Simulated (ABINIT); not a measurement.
Runs of ABINIT 10.8.3 (patched build) on LiH. The structure is cubic, space group Fm-3m (No. 225). Conventional cell: a = 4.074 Å, b = 4.074 Å, c = 4.074 Å, α = 90.00°, β = 90.00°, γ = 90.00°. Li (site symmetry m-3m) has 6 H at 2.04 Å as nearest neighbours. H (site symmetry m-3m) is surrounded by 6 Li at 2.04 Å. 

```csv
task,level,potentials or basis,k mesh,cutoff (eV),smearing,most SCF steps,fine-grid cutoff,gap on the mesh (eV),pressure (GPa)
band structure,PBEsol,PseudoDojo NC SR PBEsol v0.4.1 standard,11 × 11 × 11,1007,fermi-dirac 0.05 eV,-,-,2.98,-2.3
single point,PBEsol,PseudoDojo NC SR PBEsol v0.4.1 standard,11 × 11 × 11,1007,fermi-dirac 0.05 eV,-,-,2.98,-2.3
single point,PBE0,SG15 NC PBE v1.2,8 × 8 × 8,707,fixed,60,-,4.68,-
band structure,TB-mBJ,JTH PAW LDA v2.0,11 × 11 × 11,816,fermi-dirac 0.05 eV,-,1414.99 eV,5.18,-
band structure,r2SCAN,JTH PAW PBE v2.0,11 × 11 × 11,816,fermi-dirac 0.05 eV,-,1414.99 eV,3.84,(a)
band structure,LDA,JTH PAW LDA v2.0,11 × 11 × 11,680,fermi-dirac 0.05 eV,-,1278.94 eV,(b),-4.2
```

Alike in all rows: no spin polarisation; cell as given.

Question: Estimate the missing entries.

Answer: (a) -1.6; (b) 2.84.

Caveats: the mesh misses the band edges, which the band path finds closer together (some runs); the PAW data sets were made with another functional, which shifts forces and pressure a little (some runs); an odd mesh through Γ misses points on the zone boundary, where band edges often lie (some runs); the potentials were made for another functional, which shifts forces and pressure (some runs); the constant c of TB-mBJ comes from the pseudo density here, which moves gaps by up to 0.3 eV between sets of potentials (some runs).

Runs at the PBE level aren't shown here.
